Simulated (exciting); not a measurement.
**ZrB2: band structure with PBE**

The system is ZrB2.

```
Zr B
1.0
     3.17000    0.00000    0.00000
    -1.58500    2.74530    0.00000
     0.00000    0.00000    3.53300
Zr B
1 2
Direct
  0.00000 0.00000 0.00000
  0.66667 0.33333 0.50000
  0.33333 0.66667 0.50000
```

```yaml
Program: exciting (release sodium)
Task: band structure
Functional: PBE
Potentials_or_basis: all-electron LAPW+lo, shipped species files, valence relativity iora*
rgkmax: 7
k_mesh: 10 × 10 × 8
Occupations: fermi-dirac, width 0.05 eV
Spin: no spin polarisation
outputlevel: low
gmaxvr_cutoff_of_density_and_potential: 14 1/bohr
lmaxapw_and_lmaxmat: 10
lmaxvr: 8
nempty: 16
Valence_relativity: iora*
epsengy: 1e-05 Ha
epspot: 1e-05 Ha
maxscl: 60
Muffin-tin_radii: Zr 2.3, B 1.45 bohr
```

```
Band gap on the k mesh : none (metal or under the smearing width)
```

Levels at the corners of the path, in eV from the Fermi level:
| point | band 6 | band 7 | band 8 | band 9 | band 10 | band 11 | band 12 | band 13 |
| --- | --- | --- | --- | --- | --- | --- | --- | --- |
| Γ | -2.54 | -2.54 | -2.50 | -2.26 | 3.48 | 3.48 | 4.26 | 4.26 |
| M | -8.42 | -3.81 | -2.97 | -2.59 | 2.32 | 2.39 | 5.01 | 5.08 |
| K | -7.69 | -6.82 | -2.36 | -2.36 | 1.65 | 1.65 | 3.23 | 8.60 |
| Γ | -2.54 | -2.54 | -2.50 | -2.26 | 3.48 | 3.48 | 4.26 | 4.26 |
| A | -6.87 | -0.88 | -0.88 | 0.42 | 0.42 | 0.86 | 0.86 | 1.92 |
| L | -6.91 | -4.52 | -4.04 | -1.92 | 3.82 | 4.17 | 5.38 | 6.32 |
| H | -8.66 | -4.84 | -2.59 | -2.59 | 4.17 | 6.11 | 6.11 | 6.65 |
| A | -6.87 | -0.88 | -0.88 | 0.42 | 0.42 | 0.86 | 0.86 | 1.92 |
| L | -6.91 | -4.52 | -4.04 | -1.92 | 3.82 | 4.17 | 5.38 | 6.32 |
| M | -8.42 | -3.81 | -2.97 | -2.59 | 2.32 | 2.39 | 5.01 | 5.08 |
| K | -7.69 | -6.82 | -2.36 | -2.36 | 1.65 | 1.65 | 3.23 | 8.60 |
| H | -8.66 | -4.84 | -2.59 | -2.59 | 4.17 | 6.11 | 6.11 | 6.65 |

States per cell in windows of 1 eV (zero at the Fermi level; states under -8 eV left out):
```tsv
from (eV)	total
-8.0	0.65
-7.0	0.55
-6.0	0.77
-5.0	1.21
-4.0	1.95
-3.0	1.58
-2.0	0.86
-1.0	0.29
0.0	0.45
1.0	1.10
2.0	1.27
3.0	1.48
4.0	1.96
5.0	1.34
6.0	1.77
7.0	1.47
```

Wall time 9.3 min on 1 thread of Arm Neoverse V1, on a shared host, peak memory 0.15 GiB.

Caveat: the log's total energy holds no entropy term; the free energy is that total less TS from the occupations.
